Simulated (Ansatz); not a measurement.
Bulk crystal (TiPbO3) after relaxation:

Space group Pm-3m (No. 221). a = 3.966 Å, b = 3.966 Å, c = 3.966 Å, α = 90.00°, β = 90.00°, γ = 90.00°
| atom | site | symmetry | x | y | z |
| --- | --- | --- | --- | --- | --- |
| Pb | 1a | m-3m | 0.0000 | 0.0000 | 0.0000 |
| Ti | 1b | m-3m | 0.5000 | 0.5000 | 0.5000 |
| O | 3c | 4/mm.m | 0.0000 | 0.5000 | 0.5000 |

Miller indices refer to the conventional cell of Pm-3m (No. 221), a = 3.966 Å, b = 3.966 Å, c = 3.966 Å, α = 90.00°, β = 90.00°, γ = 90.00°. The bulk's gap is 1.66 eV.

The (100) slab of 7 planes, 11.9 Å thick with 15 Å of vacuum as cut; outer planes TiO2 (top) and TiO2 (bottom).

Level of theory: DFT PBE, scalar-relativistic, plane waves, PAW in Ansatz 0.2.0. Settings: cutoff 420 eV, Γ-centred mesh 7×7×1 on the computed 18-atom cell, Gaussian smearing of 0.05 eV; no spin polarisation. A dipole correction removes the field between periodic images along c.

The slab isn't stoichiometric (Ti4Pb3O11), so its surface energy depends on the chemical potentials; it is given with the excess atoms taken from the elements' standard states.

With the atoms at the bulk's places:

```yaml
Surface_energy_in_the_limit_rich_in_the_excess_atoms'_elements: -3.44 J/m²
Gap_of_the_slab_on_the_mesh: 1.26 eV
Bulk_valence_band_top_under_the_vacuum_level: 5.19 eV
Bulk_conduction_band_bottom_under_the_vacuum_level: 3.53 eV
```

(1) What changes when all atoms relax?

Slabs this thin can still miss converged surface energies by a few hundredths of a J/m² and work functions by about a tenth of an eV. Other terminations of this plane can be more stable.

Spin-orbit coupling is left out, which matters for the bands of heavy elements. An odd k mesh misses the midpoints of the zone's edges, so a slab's gap and band edges read on it can be off.

Results:

(1) The energy falls by 0.306 J/m² a face, and the largest move is 0.23 Å.

```yaml
Surface_energy_in_the_limit_rich_in_the_excess_atoms'_elements: -3.74 J/m²
Gap_of_the_slab_on_the_mesh: 1.65 eV
Bulk_valence_band_top_under_the_vacuum_level: 5.89 eV
Bulk_conduction_band_bottom_under_the_vacuum_level: 4.23 eV
```

```tsv
plane (bottom to top)	atoms	spacing to next, bulk (Å)	relaxed (Å)	change (%)	rumpling (Å)
1	TiO2	1.983	1.818	-8.3	0.148
2	PbO	1.983	2.142	+8.0	0.191
3	TiO2	1.983	1.963	-1.0	0.032
4	PbO	1.983	1.963	-1.0	0.000
5	TiO2	1.983	2.142	+8.0	0.032
6	PbO	1.983	1.818	-8.3	0.191
7	TiO2				0.148
```

The top two spacings change in opposite senses (-8.3 and +8.0 %). The top plane, flat in the bulk, buckles with O 0.15 Å above Ti: the anion outward, the common sense of rumpling on ionic faces.

The negative surface energy doesn't mean that the crystal would cleave spontaneously. The slab carries one TiO2 unit beyond PbTiO3 stoichiometry, and referring it to elemental Ti and oxygen credits the surface with the oxide's large heat of formation.

Relaxation follows the loss of bonding partners: surface Ti, missing its apical oxygen, is drawn inward to strengthen its remaining Ti–O bonds. The subsurface PbO plane shifts outward, probably helped by the polarisable Pb 6s lone pair. Oxygen's position above Ti adds a dipole with its negative side outward, consistent with the valence band top deepening from 5.19 to 5.89 eV below vacuum. The wider slab gap suggests that relaxation stabilises O 2p surface states, though its closeness to the bulk value doesn't exclude them, since confinement can offset their effect. The bulk gap of 1.66 eV is well below experiment, as expected from a semilocal functional without the derivative discontinuity. The mirror-symmetric relaxation doesn't test whether a ferroelectric distortion, well known in bulk PbTiO3, would lower the slab's energy further.
